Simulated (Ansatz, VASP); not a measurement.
## One calculation of CuO2, two programs

INCAR

```
PREC     = Accurate       # precision mode
ENCUT    = 520            # plane-wave cutoff, eV
EDIFF    = 1E-7           # SCF threshold, eV
ISMEAR   = 0              # smearing method
SIGMA    = 0.1            # smearing width, eV
LREAL    = False          # projectors in reciprocal space
LASPH    = True           # aspherical terms in the spheres
NELM     = 150            # most SCF steps
ALGO     = Normal         # electronic algorithm
ISIF     = 2              # what is computed and relaxed
LWAVE    = False          # write WAVECAR
LCHARG   = True           # write CHGCAR
ISPIN    = 2              # spin polarisation
MAGMOM   = 1 0 0          # initial moments
LORBIT   = 11             # projections on sites
LMAXMIX  = 4              # l up to which the mixer works
GGA      = PS             # functional
LELF     = True           # ELF
LVHAR    = True         
NBANDS   = 22             # bands
```

Contents of KPOINTS:

```
regular mesh
0
Gamma
  6 6 6
```

The input POSCAR:

```
CuO2
1.0
    0.0000000000      2.4618215478      2.4618215478
    2.4618215478      0.0000000000      2.4618215478
    2.4618215478      2.4618215478      0.0000000000
Cu O
1 2
Direct
    0.0000000000      0.0000000000      0.0000000000
    0.2500000000      0.2500000000      0.2500000000
    0.7500000000      0.7500000000      0.7500000000
```

Input for Ansatz:

```yaml
crystal:
  lattice:
    - [0.0, 2.4618215478, 2.4618215478]
    - [2.4618215478, 0.0, 2.4618215478]
    - [2.4618215478, 2.4618215478, 0.0]
  atoms:
    - { symbol: Cu, position: [0.0, 0.0, 0.0], spin: 1.0 }
    - { symbol: O, position: [0.25, 0.25, 0.25] }
    - { symbol: O, position: [0.75, 0.75, 0.75] }
basis:
  ecutwfc: 420
kpoints:
  mp_grid: { grid: [6, 6, 6] }
hamiltonian:
  xc: pbesol
scf:
  occupations: { method: gaussian, width: 0.1 }
  lower_state_search: "off"
output:
  forces: true
  stress: true
  eigenvalues: true
  populations: true
magnetization:
  spin_polarized: true
```

The cell was built by a generator and needn't be a form met in nature.

Alike in both runs: task single point; functional PBEsol; k mesh 6 × 6 × 6; occupations gaussian, width 0.1 eV; collinear spin.

```csv
,VASP,Ansatz
version,VASP 6.6.1,Ansatz 0.2.0
potentials or method,"VASP PAW PBE potentials, release 64 (Cu, O)","scalar-relativistic, plane waves, PAW"
plane-wave cutoff (eV),520,420
valence electrons in the cell,23,31
```

|  | VASP | Ansatz | Ansatz less VASP |
| --- | --- | --- | --- |
| gap on the k mesh at the Fermi level (eV) | none | none | - |
| pressure (GPa) | -13.9 | -14.4 | -0.44 |
| net moment per atom (μB) | 0.71 | 0.71 | -0.001 |
| size of the moment on the site where the two differ most (μB) | 0.59 | 0.65 | +0.056 |

Site moments also hang on the region over which each program counts them. A gap of «none» marks a metal or a gap that the smearing closes. The two sets of potentials don't hold the same shells in valence.

Caveats: the k mesh is coarse (spacing up to 0.37 Å⁻¹), so the values aren't converged; the PAW data sets were made with another functional, which shifts forces and pressure a little (VASP); a cell with one magnetic atom can't hold antiferromagnetic order, which such compounds often take; semilocal functionals often make such compounds metallic where correlation or magnetic order opens a gap, which also shifts bond lengths.
